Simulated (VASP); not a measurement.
# Si (Fd-3m) in VASP: a series of runs

The runs below take Si through single point, with PBE.

All numbers are computed with VASP 6.6.1; they aren't measurements. Logs are shortened: lines on timing, memory, paths and dates and some standing lists are left out, and cuts for length are marked.

## Step 1: The undisturbed crystal

It takes space group Fd-3m (No. 227, cubic). The conventional cell has a = 5.444 Å, b = 5.444 Å, c = 5.444 Å, α = 90.00°, β = 90.00°, γ = 90.00°. Around Si (site symmetry -43m) lie 4 Si at 2.36 Å.

## Step 2: Single point, PBE (grid = ENCUT=350 dk=1.6 cell=2x2x2 ISMEAR=0 SIGMA=0.05 LREAL=Auto EDIFF=1e-06)

File INCAR:

```
ALGO = Fast
EDIFF = 1E-6
ENCUT = 350
GGA = PE
ISIF = 2
ISMEAR = 0
LASPH = T
LCHARG = F
LREAL = Auto
LWAVE = F
NBANDS = 44
NELM = 120
PREC = Accurate
SIGMA = 0.05
```

File KPOINTS:

```
k-points
0
Gamma
  1 1 1
```

File POSCAR:

```
TiSi15
1.0
    0.0000000000      5.4437023730      5.4437023730
    5.4437023730      0.0000000000      5.4437023730
    5.4437023730      5.4437023730      0.0000000000
Ti Si
1 15
Direct
    0.2500000000      0.2500000000      0.2500000000
    0.2500000000      0.2500000000      0.7500000000
    0.2500000000      0.7500000000      0.2500000000
    0.2500000000      0.7500000000      0.7500000000
    0.7500000000      0.2500000000      0.2500000000
    0.7500000000      0.2500000000      0.7500000000
    0.7500000000      0.7500000000      0.2500000000
    0.7500000000      0.7500000000      0.7500000000
    0.3750000000      0.3750000000      0.3750000000
    0.3750000000      0.3750000000      0.8750000000
    0.3750000000      0.8750000000      0.3750000000
    0.3750000000      0.8750000000      0.8750000000
    0.8750000000      0.3750000000      0.3750000000
    0.8750000000      0.3750000000      0.8750000000
    0.8750000000      0.8750000000      0.3750000000
    0.8750000000      0.8750000000      0.8750000000
```

Potentials or basis: VASP PAW PBE potentials, release 64 (Ti_sv, Si).

Run with:

```sh
cat potpaw_PBE.64/Ti_sv/POTCAR potpaw_PBE.64/Si/POTCAR > POTCAR
mpirun -np 1 vasp_std > vasp.out
```

OUTCAR:

```text
EDIFF = 1E-6
   ENCUT = 350
   GGA = PE
   ISIF = 2
   ISMEAR = 0
   LASPH = T
   LREAL = Auto
   NELM = 120
   PREC = Accurate

 Found      1 irreducible k-points:

 Following reciprocal coordinates:
            Coordinates               Weight
  0.000000  0.000000  0.000000      1.000000
   k-points           NKPTS =      1   k-points in BZ     NKDIM =      1   number of bands    NBANDS=     44
   number of dos      NEDOS =    301   number of ions     NIONS =     16
   total plane-waves  NPLWV = 110592
   dimension x,y,z NGX =    48 NGY =   48 NGZ =   48
   dimension x,y,z NGXF=    96 NGYF=   96 NGZF=   96
   ions per type =               1  15
   NGX,Y,Z   is equivalent  to a cutoff of  10.37, 10.37, 10.37 a.u.
   NGXF,Y,Z  is equivalent  to a cutoff of  20.73, 20.73, 20.73 a.u.
 SYSTEM =  unknown system
   PREC   = accura    normal or accurate (medium, high low for compatibility)
   ISTART =      0    job   : 0-new  1-cont  2-samecut
   ICHARG =      2    charge: 1-file 2-atom 10-const
   ISPIN  =      1    spin polarized calculation?
   LNONCOLLINEAR =      F non collinear calculations
   LSORBIT =      F    spin-orbit coupling
   LASPH  =      T    aspherical Exc in radial PAW
   ENCUT  =  350.0 eV  25.72 Ry    5.07 a.u.  11.74 11.74 11.74*2*pi/ulx,y,z
   NELM   =    120;   NELMIN=  2; NELMDL= -5     # of ELM steps
   EDIFF  = 0.1E-05   stopping-criterion for ELM
   LREAL  =      T    real-space projection
   EDIFFG = 0.1E-04   stopping-criterion for IOM
   NSW    =      0    number of steps for IOM
   IBRION =     -1    ionic relax: 0-MD 1-quasi-New 2-CG
   NFREE  =      0    steps in history (QN), initial steepest desc. (CG)
   ISIF   =      2    stress and relaxation
   ISYM   =      2    0-nonsym 1-usesym 2-fastsym
   POTIM  = 0.5000    time-step for ionic-motion
   TEBEG  =    0.0;   TEEND  =   0.0 temperature during run
   PSTRESS=    0.0 pullay stress
   NELECT =      72.0000    total number of electrons
   NUPDOWN=      -1.0000    fix difference up-down
   EMIN   =  10.00;   EMAX   =-10.00  energy-range for DOS
   EFERMI =   0.00;   METHOD = LEGACY
   ISMEAR =     0;   SIGMA  =   0.05  broadening in eV -4-tet -1-fermi 0-gaus
   EFERMI_NEDOS =   21; number of points for ismear=-14 and -15
   IALGO  =     68    algorithm
   IMIX   =      4    mixing-type and parameters
     AMIX     =   0.40;   BMIX     =  1.00
     AMIX_MAG =   1.60;   BMIX_MAG =  1.00
  volume/ion in A,a.u.               =      20.16       136.08
  Fermi-wavevector in a.u.,A,eV,Ry     =   0.992997  1.876492 13.415931  0.986043
  Thomas-Fermi vector in A             =   2.124848
   LORBIT       =      0    0 simple, 1 ext, 2 COOP (PROOUT), +10 PAW based schemes
   GGA     = PE    functional components
   LHFCALC =     F    Hartree Fock is set to
   AEXX    =    0.0000 exact exchange contribution
   IVDW    =     0    specifies the selected vdW correction
   LEPSILON=     F    determine dielectric tensor
   LRPA    =     F    only Hartree local field effects (RPA)
 non-spin polarized calculation
 RMM-DIIS sequential band-by-band and
 Gauss-broadening in eV      SIGMA  =   0.05
  energy-cutoff  :      350.00
  volume of cell :      322.64
 maximum number of plane-waves:      4813
 NGX is ok and might be reduce to    48
   NGX = 23   NGY = 23   NGZ = 23

 number of electron      71.9999983 magnetization

 Free energy of the ion-electron system (eV)
  ---------------------------------------------------
  ext. energy  EPLUGINS =         0.00000000
  ---------------------------------------------------
  free energy    TOTEN  =       -72.16103240 eV

  energy without entropy =      -72.16098240  energy(sigma->0) =      -72.16100740

 E-fermi :   5.8169     XC(G=0):  -9.3268

 val. band max:        5.6744083234   @ k =   0.0000   0.0000   0.0000
 cond. band min:       5.9558872771   @ k =   0.0000   0.0000   0.0000
 fundamental gap:      0.2814789537
 Fermi energy:         5.8168530116

 k-point     1 :       0.0000    0.0000    0.0000
  band No.  band energies     occupation
      1     -49.9245      2.00000
      2     -26.3137      2.00000
      3     -26.3137      2.00000
      4     -26.3137      2.00000
      5      -5.7950      2.00000
      6      -3.6292      2.00000
      7      -3.6292      2.00000
      8      -3.6292      2.00000
      9      -3.0551      2.00000
     10      -1.8450      2.00000
     11      -1.8450      2.00000
     12      -1.7229      2.00000
     13      -1.7229      2.00000
     14      -1.7229      2.00000
     15      -1.1888      2.00000
     16      -0.7528      2.00000
     17      -0.7528      2.00000
     18      -0.7528      2.00000
     19       1.8161      2.00000
     20       3.1146      2.00000
     21       3.1146      2.00000
     22       3.1146      2.00000
     23       3.4984      2.00000
     24       3.4984      2.00000
     25       3.4984      2.00000
     26       4.6764      2.00000
     27       4.6764      2.00000
     28       4.7831      2.00000
     29       4.7831      2.00000
     30       4.7831      2.00000
     31       4.9369      2.00000
     32       4.9369      2.00000
     33       4.9369      2.00000
     34       5.6744      1.99994
     35       5.6744      1.99994
     36       5.6744      1.99994
     37       5.9559      0.00008
     38       5.9559      0.00008
     39       6.8349      0.00000
     40       6.9018      0.00000
     41       6.9018      0.00000
     42       6.9038      0.00000
     43       7.4718      0.00000
     44       7.4729      0.00000

------------------------ aborting loop because EDIFF is reached ----------------------------------------

  FORCE on cell =-STRESS in cart. coord.  units (eV):
  Direction    XX          YY          ZZ          XY          YZ          ZX
  --------------------------------------------------------------------------------------
  -------------------------------------------------------------------------------------
  Total       17.2814979     17.2814979     17.2814979      0.0000000      0.0000000     -0.0000000
  in kB       85.8180913     85.8180913     85.8180913      0.0000000      0.0000000     -0.0000000
  external PRESSURE =      85.8180913 kB  Pullay stress =       0.0000000 kB

 VOLUME and BASIS-vectors are now :
 -----------------------------------------------------------------------------
  energy-cutoff  :      350.00
  volume of cell :      322.64
      direct lattice vectors                 reciprocal lattice vectors
     0.000000000  5.443702373  5.443702373    -0.091849254  0.091849254  0.091849254
     5.443702373  0.000000000  5.443702373     0.091849254 -0.091849254  0.091849254
     5.443702373  5.443702373  0.000000000     0.091849254  0.091849254 -0.091849254

 POSITION                                       TOTAL-FORCE (eV/Angst)
 -----------------------------------------------------------------------------------
      2.72185      2.72185      2.72185         0.000000      0.000000      0.000000
      5.44370      5.44370      2.72185         0.000000      0.000000     -0.739451
      5.44370      2.72185      5.44370         0.000000     -0.739451      0.000000
      8.16555      5.44370      5.44370         0.739451      0.000000      0.000000
      2.72185      5.44370      5.44370        -0.739451      0.000000      0.000000
      5.44370      8.16555      5.44370         0.000000      0.739451      0.000000
      5.44370      5.44370      8.16555         0.000000      0.000000      0.739451
      8.16555      8.16555      8.16555         0.000000      0.000000      0.000000
      4.08278      4.08278      4.08278         0.859917      0.859917      0.859917
      6.80463      6.80463      4.08278        -0.859917     -0.859917      0.859917
      6.80463      4.08278      6.80463        -0.859917      0.859917     -0.859917
      9.52648      6.80463      6.80463        -0.139342      0.139342      0.139342
      4.08278      6.80463      6.80463         0.859917     -0.859917     -0.859917
      6.80463      9.52648      6.80463         0.139342     -0.139342      0.139342
      6.80463      6.80463      9.52648         0.139342      0.139342     -0.139342
      9.52648      9.52648      9.52648        -0.139342     -0.139342     -0.139342
 -----------------------------------------------------------------------------------
    total drift:                               -0.000000     -0.000000     -0.000000

  FREE ENERGIE OF THE ION-ELECTRON SYSTEM (eV)
  ---------------------------------------------------
  free  energy   TOTEN  =       -72.1610323988 eV

  energy  without entropy=      -72.1609823980  energy(sigma->0) =      -72.16100740
```

OSZICAR:

```text
N       E                     dE             d eps       ncg     rms          rms(c)
DAV:   1     0.254876371775E+03    0.25488E+03   -0.23939E+04    96   0.104E+03
DAV:   2    -0.412027998015E+02   -0.29608E+03   -0.28666E+03   108   0.223E+02
DAV:   3    -0.733976835503E+02   -0.32195E+02   -0.31514E+02   152   0.609E+01
[... 22 lines left out ...]
RMM:  26    -0.721610408533E+02    0.41766E-05   -0.10345E-05    93   0.703E-03    0.321E-02
RMM:  27    -0.721610365937E+02    0.42597E-05   -0.11027E-05    95   0.808E-03    0.233E-02
RMM:  28    -0.721610337231E+02    0.28705E-05   -0.13983E-05   101   0.868E-03    0.123E-02
RMM:  29    -0.721610327110E+02    0.10121E-05   -0.80352E-06    93   0.604E-03    0.484E-03
RMM:  30    -0.721610323988E+02    0.31221E-06   -0.35357E-06    84   0.454E-03
   1 F= -.72161032E+02 E0= -.72161007E+02  d E =-.500008E-04
```

Wall time 54 s (1 thread of Intel Xeon Platinum 8259CL at 2.50GHz (Skylake/Cascade Lake), shared host); peak memory 0.31 GiB.

The run converged, but some of its settings lie outside the range that counts as converged, so its numbers aren't taken as properties of the crystal.

Results:

- Free energy: -72.1610 eV
- Pressure: 8.6 GPa
- Largest force: 1.489 eV/Å
- Band gap on the k mesh: 0.28 eV, direct

## Step 3: Single point, PBE (grid = ENCUT=350 dk=0.9 cell=2x2x2 ISMEAR=0 SIGMA=0.05 LREAL=Auto EDIFF=1e-06)

INCAR is that of step 2.

File KPOINTS:

```
k-points
0
Gamma
  2 2 2
```

POSCAR is that of step 2.

Potentials or basis: VASP PAW PBE potentials, release 64 (Ti_sv, Si).

Run with:

```sh
cat potpaw_PBE.64/Ti_sv/POTCAR potpaw_PBE.64/Si/POTCAR > POTCAR
mpirun -np 1 vasp_std > vasp.out
```

Wall time 94 s (1 thread of Intel Xeon Platinum 8259CL at 2.50GHz (Skylake/Cascade Lake), shared host); peak memory 0.31 GiB.

These settings aren't checked as converged: the numbers below hold their error.

Results:

```yaml
Free_energy: -85.4641 eV
Pressure: 4.5 GPa
Largest_force: 1.652 eV/Å
Band_gap_on_the_k_mesh: 0.20 eV, direct
```

Caveat: the k mesh is coarse (spacing up to 0.50 Å⁻¹), so the values aren't converged.

## Step 4: For comparison

An earlier run on the cell as given: functional PBE; potentials or basis VASP PAW PBE potentials, release 64 (Si); cutoff 520 eV; k mesh 8 × 8 × 8; occupations fermi-dirac, width 0.05 eV; no spin polarisation.

* Pressure: 1.3 GPa
* Band gap on the k mesh: 0.63 eV, indirect (least direct gap 2.56 eV)
